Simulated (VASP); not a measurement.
Input of a VASP 6.6.1 run:

Contents of INCAR:

```
PREC     = Accurate       # precision mode
ENCUT    = 520            # plane-wave cutoff, eV
EDIFF    = 1E-6           # SCF threshold, eV
ISMEAR   = 0              # smearing method
SIGMA    = 0.02           # smearing width, eV
LREAL    = False          # projectors in reciprocal space
LASPH    = True           # aspherical terms in the spheres
NELM     = 100            # most SCF steps
ALGO     = Normal         # electronic algorithm
ISIF     = 2              # what is computed and relaxed
LWAVE    = False          # write WAVECAR
LCHARG   = False          # write CHGCAR
METAGGA  = R2SCAN         # meta-GGA
LMIXTAU  = True
```

KPOINTS

```
regular mesh
0
Gamma
  10 10 10
```

Contents of POSCAR:

```
CaO
1.0
    0.0000000000      2.4035556960      2.4035556960
    2.4035556960      0.0000000000      2.4035556960
    2.4035556960      2.4035556960      0.0000000000
Ca O
1 1
Direct
    0.0000000000      0.0000000000      0.0000000000
    0.5000000000      0.5000000000      0.5000000000
```

Contents of KPOINTS_OPT:

```
path GXWKGLUWLK,UX
15
line-mode
reciprocal
 0.0000000000  0.0000000000  0.0000000000  G
 0.5000000000  0.0000000000  0.5000000000  X

 0.5000000000  0.0000000000  0.5000000000  X
 0.5000000000  0.2500000000  0.7500000000  W

 0.5000000000  0.2500000000  0.7500000000  W
 0.3750000000  0.3750000000  0.7500000000  K

 0.3750000000  0.3750000000  0.7500000000  K
 0.0000000000  0.0000000000  0.0000000000  G

 0.0000000000  0.0000000000  0.0000000000  G
 0.5000000000  0.5000000000  0.5000000000  L

 0.5000000000  0.5000000000  0.5000000000  L
 0.6250000000  0.2500000000  0.6250000000  U

 0.6250000000  0.2500000000  0.6250000000  U
 0.5000000000  0.2500000000  0.7500000000  W

 0.5000000000  0.2500000000  0.7500000000  W
 0.5000000000  0.5000000000  0.5000000000  L

 0.5000000000  0.5000000000  0.5000000000  L
 0.3750000000  0.3750000000  0.7500000000  K

 0.6250000000  0.2500000000  0.6250000000  U
 0.5000000000  0.0000000000  0.5000000000  X
```

Potentials or basis: VASP PAW PBE potentials, release 64 (Ca_sv, O).

Launch:

```console
$ cat potpaw_PBE.64/Ca_sv/POTCAR potpaw_PBE.64/O/POTCAR > POTCAR
$ mpirun -np 1 vasp_std > vasp.out
```

(1) Estimate the band gap along the path.

(2) Predict the pressure.

(3) Estimate the band gap on the k mesh.

Answers

(1) 4.19 eV, indirect (least direct gap 4.56 eV).

(2) 0.2 GPa.

(3) 4.19 eV, indirect (least direct gap 4.56 eV).

Caveat: the PAW data sets were made with another functional, which shifts forces and pressure a little.
